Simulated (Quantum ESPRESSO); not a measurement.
# GaAs (F-43m) in Quantum ESPRESSO: a series of runs

One crystal, GaAs, is run at these levels: PBEsol; tasks: single point, equation of state.

Everything below comes from runs of Quantum ESPRESSO 7.5. Logs are shortened: lines on timing, memory, paths and dates and some standing lists are left out, and cuts for length are marked.

**1. The crystal as given**

It takes space group F-43m (No. 216, cubic). Conventional cell: a = 5.654 Å, b = 5.654 Å, c = 5.654 Å, α = 90.00°, β = 90.00°, γ = 90.00°. As (site symmetry -43m) has 4 Ga at 2.45 Å as nearest neighbours. Ga (site symmetry -43m) is surrounded by 4 As at 2.45 Å.

**2. Single point, PBEsol, 21.23 Å³/atom**

File pw.in:

```
&CONTROL
  calculation = 'scf'
  prefix = 'pwscf'
  outdir = './tmp'
  pseudo_dir = './pseudo'
  tprnfor = .true.
  tstress = .true.
  disk_io = 'nowf'
/
&SYSTEM
  ibrav = 0
  nat = 2
  ntyp = 2
  ecutwfc = 84
  nbnd = 21
  occupations = 'smearing'
  smearing = 'fd'
  degauss = 0.00367493
/
&ELECTRONS
  conv_thr = 4d-10
  electron_maxstep = 120
  mixing_beta = 0.5
/
ATOMIC_SPECIES
As    74.9216 As.upf
Ga    69.7230 Ga.upf
CELL_PARAMETERS angstrom
   0.0000000000    2.7691429914    2.7691429914
   2.7691429914    0.0000000000    2.7691429914
   2.7691429914    2.7691429914    0.0000000000
ATOMIC_POSITIONS crystal
As     0.7500000000    0.7500000000    0.7500000000
Ga     0.0000000000    0.0000000000    0.0000000000
K_POINTS automatic
8 8 8 0 0 0
```

Potentials or basis: PseudoDojo 0.4.1 SR PBEsol standard.

Run with:

```bash
$ OMP_NUM_THREADS=1 pw.x -in pw.in > pw.out
```

pw.out:

```text
This program is part of the open-source Quantum ESPRESSO suite
     for quantum simulation of materials; please cite
[... 9 lines left out ...]
     --------------------
     sticks:   dense  smooth     PW     G-vecs:    dense   smooth      PW
     Sum        1273    1273    367                29939    29939    4693

     Using Slab Decomposition

     bravais-lattice index     =            0
     lattice parameter (alat)  =       7.4005  a.u.
     unit-cell volume          =     286.5911 (a.u.)^3
     number of atoms/cell      =            2
     number of atomic types    =            2
     number of electrons       =        28.00
     number of Kohn-Sham states=           21
     kinetic-energy cutoff     =      84.0000  Ry
     charge density cutoff     =     336.0000  Ry
     scf convergence threshold =      4.0E-10
     mixing beta               =       0.5000
     number of iterations used =            8  plain     mixing
     Exchange-correlation= PBESOL
                           (   1   4  10   8   0   0   0)

     celldm(1)=   7.400469  celldm(2)=   0.000000  celldm(3)=   0.000000
     celldm(4)=   0.000000  celldm(5)=   0.000000  celldm(6)=   0.000000

     crystal axes: (cart. coord. in units of alat)
               a(1) = (   0.000000   0.707107   0.707107 )
               a(2) = (   0.707107   0.000000   0.707107 )
               a(3) = (   0.707107   0.707107   0.000000 )

     reciprocal axes: (cart. coord. in units 2 pi/alat)
               b(1) = ( -0.707107  0.707107  0.707107 )
               b(2) = (  0.707107 -0.707107  0.707107 )
               b(3) = (  0.707107  0.707107 -0.707107 )

     PseudoPot. # 1 for As read from file:
     As.upf
     Pseudo is Norm-conserving + core correction, Zval = 15.0
     Generated using ONCVPSP code by D. R. Hamann
     Using radial grid of 1342 points,  6 beta functions with:
                l(1) =   0
                l(2) =   0
                l(3) =   1
                l(4) =   1
                l(5) =   2
                l(6) =   2

     PseudoPot. # 2 for Ga read from file:
     Ga.upf
     Pseudo is Norm-conserving + core correction, Zval = 13.0
     Generated using ONCVPSP code by D. R. Hamann
     Using radial grid of 1902 points,  6 beta functions with:
                l(1) =   0
                l(2) =   0
                l(3) =   1
                l(4) =   1
                l(5) =   2
                l(6) =   2

     atomic species   valence    mass     pseudopotential
     As               15.00    74.92160     As( 1.00)
     Ga               13.00    69.72300     Ga( 1.00)

     24 Sym. Ops. (no inversion) found

   Cartesian axes

     site n.     atom                  positions (alat units)
         1        As     tau(   1) = (   1.0606602   1.0606602   1.0606602  )
         2        Ga     tau(   2) = (   0.0000000   0.0000000   0.0000000  )

     number of k points=    29  Fermi-Dirac smearing, width (Ry)=  0.0037
                       cart. coord. in units 2pi/alat
        k(    1) = (   0.0000000   0.0000000   0.0000000), wk =   0.0039062
        k(    2) = (   0.0883883   0.0883883  -0.0883883), wk =   0.0312500
        k(    3) = (   0.1767767   0.1767767  -0.1767767), wk =   0.0312500
        k(    4) = (   0.2651650   0.2651650  -0.2651650), wk =   0.0312500
        k(    5) = (  -0.3535534  -0.3535534   0.3535534), wk =   0.0156250
        k(    6) = (   0.1767767   0.0000000   0.0000000), wk =   0.0234375
[... 21 lines left out ...]
        k(   28) = (  -0.7071068   0.1767767  -0.0000000), wk =   0.0468750
        k(   29) = (  -0.7071068   0.3535534   0.0000000), wk =   0.0234375

     Dense  grid:    29939 G-vectors     FFT dimensions: (  45,  45,  45)

     Initial potential from superposition of free atoms

     starting charge      27.9973, renormalised to      28.0000
     Starting wfcs are   18 randomized atomic wfcs +    3 random wfcs

     Self-consistent Calculation

     iteration #  1     ecut=    84.00 Ry     beta= 0.50
     Davidson diagonalization with overlap
     ethr =  1.00E-02,  avg # of iterations =  5.3

     Threshold (ethr) on eigenvalues was too large:
     Diagonalizing with lowered threshold

     Davidson diagonalization with overlap
     ethr =  1.70E-04,  avg # of iterations =  3.2

     total energy              =    -364.60644065 Ry
     estimated scf accuracy    <       0.04782638 Ry

     iteration #  2     ecut=    84.00 Ry     beta= 0.50
     Davidson diagonalization with overlap
     ethr =  1.71E-04,  avg # of iterations =  2.0
[... 36 lines left out ...]
     total energy              =    -364.61147041 Ry
     estimated scf accuracy    <          2.1E-09 Ry

     iteration #  8     ecut=    84.00 Ry     beta= 0.50
     Davidson diagonalization with overlap
     ethr =  7.42E-12,  avg # of iterations =  2.2

     End of self-consistent calculation

          k = 0.0000 0.0000 0.0000 (  3719 PWs)   bands (ev):

   -25.7368 -25.7368 -25.7368 -25.7239 -25.7239  -5.3563  -5.3563  -5.3563
    -5.2605  -5.2605  -3.6423   9.5744   9.5744   9.5744  10.4854  13.2955
    13.2955  13.2955  17.1856  19.8886  19.8886

          k = 0.0884 0.0884-0.0884 (  3737 PWs)   bands (ev):

   -25.7368 -25.7367 -25.7367 -25.7239 -25.7239  -5.3753  -5.3519  -5.3519
    -5.2608  -5.2608  -3.4411   7.6055   9.3125   9.3125  11.4161  13.6736
    13.6736  13.8494  18.1828  18.9175  18.9175
[... 13 lines left out ...]
          k =-0.3536-0.3536 0.3536 (  3750 PWs)   bands (ev):

   -25.7366 -25.7357 -25.7357 -25.7236 -25.7236  -5.4608  -5.3324  -5.3324
    -5.2559  -5.2559  -1.6708   2.5492   8.3332   8.3332  10.6805  14.1904
    14.1904  17.2214  20.3239  21.7637  21.7637

          k = 0.1768 0.0000 0.0000 (  3715 PWs)   bands (ev):

   -25.7370 -25.7365 -25.7365 -25.7240 -25.7237  -5.3850  -5.3477  -5.3477
    -5.2644  -5.2583  -3.3746   7.6325   8.8431   8.8431  12.2192  12.6335
    14.3434  14.3434  17.5752  18.5835  20.1530

          k = 0.2652 0.0884-0.0884 (  3719 PWs)   bands (ev):

   -25.7370 -25.7361 -25.7361 -25.7240 -25.7235  -5.4157  -5.3397  -5.3377
    -5.2675  -5.2564  -2.9330   5.8599   8.3056   8.3117  12.2248  13.0926
    15.1243  15.1717  17.5235  19.8074  19.9232
[... 19 lines left out ...]
          k =-0.0884-0.2652 0.2652 (  3730 PWs)   bands (ev):

   -25.7366 -25.7361 -25.7360 -25.7238 -25.7236  -5.4344  -5.3367  -5.3342
    -5.2635  -5.2581  -2.4790   4.5483   7.2804   8.7895  12.0616  14.3414
    14.3555  15.8316  17.9103  19.4225  20.9389

          k = 0.0000-0.1768 0.1768 (  3705 PWs)   bands (ev):

   -25.7368 -25.7365 -25.7363 -25.7239 -25.7237  -5.4007  -5.3469  -5.3427
    -5.2634  -5.2591  -3.1197   6.3833   8.0643   9.2722  12.1200  13.6727
    13.8012  15.1010  17.8400  18.8653  19.4973

          k = 0.3536 0.0000 0.0000 (  3727 PWs)   bands (ev):

   -25.7374 -25.7357 -25.7357 -25.7242 -25.7232  -5.4388  -5.3264  -5.3264
    -5.2759  -5.2530  -2.6253   5.4212   7.7212   7.7212  11.4355  12.9252
    16.3877  16.3877  17.1850  20.9424  21.2512

          k = 0.4419 0.0884-0.0884 (  3725 PWs)   bands (ev):

   -25.7374 -25.7353 -25.7353 -25.7243 -25.7231  -5.4616  -5.3187  -5.3162
    -5.2793  -5.2509  -2.0216   4.1448   6.9348   7.3660  11.5830  12.9202
    16.1633  16.9822  19.4375  21.6980  22.0042
[... 7 lines left out ...]
          k =-0.0884-0.4419 0.4419 (  3732 PWs)   bands (ev):

   -25.7365 -25.7357 -25.7352 -25.7238 -25.7233  -5.4704  -5.3230  -5.3153
    -5.2670  -5.2581  -1.2509   2.8746   5.6001   7.6726  11.9461  15.1927
    16.1459  17.1250  18.3116  19.4511  22.3683

          k = 0.0000-0.3536 0.3536 (  3733 PWs)   bands (ev):

   -25.7363 -25.7359 -25.7357 -25.7236 -25.7236  -5.4559  -5.3277  -5.3249
    -5.2633  -5.2607  -1.8293   3.7155   5.8970   8.2424  12.3789  15.3205
    15.3385  15.5211  17.9907  20.1768  22.6223

          k = 0.5303-0.0000 0.0000 (  3720 PWs)   bands (ev):

   -25.7378 -25.7348 -25.7348 -25.7245 -25.7228  -5.4807  -5.3042  -5.3042
    -5.2890  -5.2477  -1.5605   3.4551   6.9343   6.9343  10.8594  11.7599
    18.6449  18.6449  19.3697  22.2212  23.5940

          k =-0.0884-0.6187 0.6187 (  3734 PWs)   bands (ev):

   -25.7377 -25.7347 -25.7347 -25.7244 -25.7227  -5.4885  -5.3041  -5.2995
    -5.2873  -5.2480  -1.0354   2.7456   6.1681   6.8427  11.1140  12.1725
    18.3912  18.8729  20.7341  22.3912  22.9870

          k = 0.0000-0.5303 0.5303 (  3727 PWs)   bands (ev):

   -25.7371 -25.7351 -25.7348 -25.7242 -25.7230  -5.4829  -5.3129  -5.3034
    -5.2785  -5.2530  -0.8855   2.6461   5.3455   7.1129  11.4050  14.2829
    17.8078  17.8905  18.4859  20.2877  24.3669

          k =-0.7071 0.0000 0.0000 (  3740 PWs)   bands (ev):

   -25.7380 -25.7345 -25.7345 -25.7246 -25.7226  -5.4959  -5.2948  -5.2948
    -5.2946  -5.2455  -0.8512   2.4367   6.6585   6.6585  10.8117  11.1154
    20.2079  20.2079  21.0187  23.2970  23.4554

          k = 0.3536 0.1768 0.0000 (  3727 PWs)   bands (ev):

   -25.7370 -25.7358 -25.7357 -25.7240 -25.7233  -5.4417  -5.3308  -5.3275
    -5.2711  -5.2546  -2.4089   4.7593   6.9451   8.1549  12.6827  13.2252
    14.8797  16.0772  18.2136  20.7081  21.2854

          k =-0.2652-0.4419 0.6187 (  3731 PWs)   bands (ev):

   -25.7367 -25.7358 -25.7353 -25.7239 -25.7233  -5.4620  -5.3263  -5.3193
    -5.2695  -5.2550  -1.7014   3.4337   6.2555   7.6727  12.7853  13.7644
    15.1448  16.6473  19.3161  20.6477  22.0646
[... 13 lines left out ...]
          k =-0.0884-0.4419 0.6187 (  3731 PWs)   bands (ev):

   -25.7369 -25.7356 -25.7347 -25.7241 -25.7231  -5.4796  -5.3168  -5.3049
    -5.2756  -5.2544  -0.9650   2.7561   5.5681   6.6640  12.5345  14.3907
    15.5441  17.6379  19.2935  22.1306  22.9439

          k = 0.0000-0.3536 0.5303 (  3737 PWs)   bands (ev):

   -25.7364 -25.7360 -25.7349 -25.7239 -25.7232  -5.4737  -5.3217  -5.3090
    -5.2706  -5.2576  -1.1260   2.9426   5.4108   7.0383  12.9516  14.8695
    15.1302  17.4671  18.5351  20.2379  24.0358

          k =-0.7071 0.1768-0.0000 (  3732 PWs)   bands (ev):

   -25.7375 -25.7350 -25.7345 -25.7244 -25.7228  -5.4889  -5.3055  -5.3008
    -5.2834  -5.2498  -0.8139   2.5375   6.1415   6.2336  11.9967  12.3138
    17.9821  18.1975  21.0212  22.2944  23.2577

          k =-0.7071 0.3536 0.0000 (  3704 PWs)   bands (ev):

   -25.7365 -25.7360 -25.7345 -25.7241 -25.7231  -5.4811  -5.3171  -5.3025
    -5.2740  -5.2566  -0.7756   2.6536   5.7049   5.8974  14.2401  14.4604
    15.1270  15.5584  21.0906  22.2664  23.2114

     the Fermi energy is    10.0559 ev

!    total energy              =    -364.61147041 Ry
     estimated scf accuracy    <          2.7E-10 Ry
     smearing contrib. (-TS)   =      -0.00000006 Ry
     internal energy E=F+TS    =    -364.61147035 Ry

     The total energy is F=E-TS. E is the sum of the following terms:
     one-electron contribution =    -185.65400889 Ry
     hartree contribution      =     112.06306843 Ry
     xc contribution           =     -88.53416140 Ry
     ewald contribution        =    -202.48636849 Ry

     convergence has been achieved in   8 iterations

     Forces acting on atoms (cartesian axes, Ry/au):

     atom    1 type  1   force =     0.00000000    0.00000000    0.00000000
     atom    2 type  2   force =     0.00000000    0.00000000    0.00000000

     Total force =     0.000000     Total SCF correction =     0.000000

     Computing stress (Cartesian axis) and pressure

          total   stress  (Ry/bohr**3)                   (kbar)     P=       52.90
   0.00035961   0.00000000  -0.00000000           52.90        0.00       -0.00
   0.00000000   0.00035961  -0.00000000            0.00       52.90       -0.00
  -0.00000000  -0.00000000   0.00035961           -0.00       -0.00       52.90

=------------------------------------------------------------------------------=
   JOB DONE.
=------------------------------------------------------------------------------=
```

Wall time 28 s (1 thread of Arm Neoverse V2, shared host); peak memory 0.09 GiB.

What came out:

| Quantity | Value |
| --- | --- |
| Free energy | -4960.7918 eV |
| Pressure | 5.3 GPa |
| Band gap on the k mesh | 0.91 eV, direct |

**3. Single point, PBEsol, 21.69 Å³/atom**

Edit pw.in of step 2 so:

```diff
@@ -28,5 +28,5 @@
 CELL_PARAMETERS angstrom
-   0.0000000000    2.7691429914    2.7691429914
-   2.7691429914    0.0000000000    2.7691429914
-   2.7691429914    2.7691429914    0.0000000000
+   0.0000000000    2.7886446409    2.7886446409
+   2.7886446409    0.0000000000    2.7886446409
+   2.7886446409    2.7886446409    0.0000000000
 ATOMIC_POSITIONS crystal
```

Potentials or basis: PseudoDojo 0.4.1 SR PBEsol standard.

Run with:

```bash
$ OMP_NUM_THREADS=1 pw.x -in pw.in > pw.out
```

It took 28 s on 1 thread of Arm Neoverse V2, shared host; peak memory 0.09 GiB.

The run converged. Its results:

* Free energy: -4960.8163 eV
* Pressure: 3.4 GPa
* Band gap on the k mesh: 0.75 eV, direct

**4. Single point, PBEsol, 22.14 Å³/atom**

Edit pw.in of step 3 so:

```diff
@@ -28,5 +28,5 @@
 CELL_PARAMETERS angstrom
-   0.0000000000    2.7886446409    2.7886446409
-   2.7886446409    0.0000000000    2.7886446409
-   2.7886446409    2.7886446409    0.0000000000
+   0.0000000000    2.8078772807    2.8078772807
+   2.8078772807    0.0000000000    2.8078772807
+   2.8078772807    2.8078772807    0.0000000000
 ATOMIC_POSITIONS crystal
```

Run with:

```bash
$ OMP_NUM_THREADS=1 pw.x -in pw.in > pw.out
```

Wall time 29 s (1 thread of Arm Neoverse V2, shared host); peak memory 0.09 GiB.

Results (log left out):

| Quantity | Value |
| --- | --- |
| Free energy | -4960.8308 eV |
| Pressure | 1.7 GPa |
| Band gap on the k mesh | 0.59 eV, direct |

**5. Single point, PBEsol, 22.59 Å³/atom**

Edit pw.in of step 4 so:

```diff
@@ -28,5 +28,5 @@
 CELL_PARAMETERS angstrom
-   0.0000000000    2.8078772807    2.8078772807
-   2.8078772807    0.0000000000    2.8078772807
-   2.8078772807    2.8078772807    0.0000000000
+   0.0000000000    2.8268500000    2.8268500000
+   2.8268500000    0.0000000000    2.8268500000
+   2.8268500000    2.8268500000    0.0000000000
 ATOMIC_POSITIONS crystal
```

Run with:

```bash
$ OMP_NUM_THREADS=1 pw.x -in pw.in > pw.out
```

Wall time 29 s (1 thread of Arm Neoverse V2, shared host); peak memory 0.09 GiB.

It converged, with:

* Free energy: -4960.8365 eV
* Pressure: 0.3 GPa
* Band gap on the k mesh: 0.44 eV, direct

**6. Single point, PBEsol, 23.04 Å³/atom**

Edit pw.in of step 5 so:

```diff
@@ -28,5 +28,5 @@
 CELL_PARAMETERS angstrom
-   0.0000000000    2.8268500000    2.8268500000
-   2.8268500000    0.0000000000    2.8268500000
-   2.8268500000    2.8268500000    0.0000000000
+   0.0000000000    2.8455714065    2.8455714065
+   2.8455714065    0.0000000000    2.8455714065
+   2.8455714065    2.8455714065    0.0000000000
 ATOMIC_POSITIONS crystal
```

Potentials or basis: PseudoDojo 0.4.1 SR PBEsol standard.

Run with:

```bash
$ OMP_NUM_THREADS=1 pw.x -in pw.in > pw.out
```

Run time: 29 s. Hardware: 1 thread of Arm Neoverse V2, shared host; peak memory 0.09 GiB.

It converged, with:

```
Free energy            : -4960.8341 eV
Pressure               : -1.1 GPa
Band gap on the k mesh : 0.30 eV, direct
```

**7. Single point, PBEsol, 23.49 Å³/atom**

Edit pw.in of step 6 so:

```diff
@@ -28,5 +28,5 @@
 CELL_PARAMETERS angstrom
-   0.0000000000    2.8455714065    2.8455714065
-   2.8455714065    0.0000000000    2.8455714065
-   2.8455714065    2.8455714065    0.0000000000
+   0.0000000000    2.8640496607    2.8640496607
+   2.8640496607    0.0000000000    2.8640496607
+   2.8640496607    2.8640496607    0.0000000000
 ATOMIC_POSITIONS crystal
```

Run with:

```bash
$ OMP_NUM_THREADS=1 pw.x -in pw.in > pw.out
```

It took 33 s on 1 thread of Arm Neoverse V2, shared host; peak memory 0.09 GiB.

The run converged. Its results:

```
Free energy            : -4960.8247 eV
Pressure               : -2.2 GPa
Band gap on the k mesh : 0.15 eV, direct
```

**8. Single point, PBEsol, 23.94 Å³/atom**

Edit pw.in of step 7 so:

```diff
@@ -28,5 +28,5 @@
 CELL_PARAMETERS angstrom
-   0.0000000000    2.8640496607    2.8640496607
-   2.8640496607    0.0000000000    2.8640496607
-   2.8640496607    2.8640496607    0.0000000000
+   0.0000000000    2.8822925071    2.8822925071
+   2.8822925071    0.0000000000    2.8822925071
+   2.8822925071    2.8822925071    0.0000000000
 ATOMIC_POSITIONS crystal
```

Run with:

```bash
$ OMP_NUM_THREADS=1 pw.x -in pw.in > pw.out
```

It took 33 s on 1 thread of Arm Neoverse V2, shared host; peak memory 0.1 GiB.

The run converged. Its results:

* Free energy: -4960.8092 eV
* Pressure: -3.3 GPa
* Band gap on the k mesh: none (metal or under the smearing width)

**9. Equation of state, PBEsol**

Potentials or basis: PseudoDojo 0.4.1 SR PBEsol standard.

This step only gathers the single runs of the series.

What came out:

```
Equilibrium volume                      : 22.68 Å³/atom
Bulk modulus                            : 69 GPa
Pressure derivative of the bulk modulus : 4.9
```

Energy against volume, from the lowest point:
```csv
volume (Å³/atom),energy (meV/atom)
21.234,22.35
21.686,10.09
22.138,2.81
22.590,0.00
23.041,1.17
23.493,5.86
23.945,13.65
```
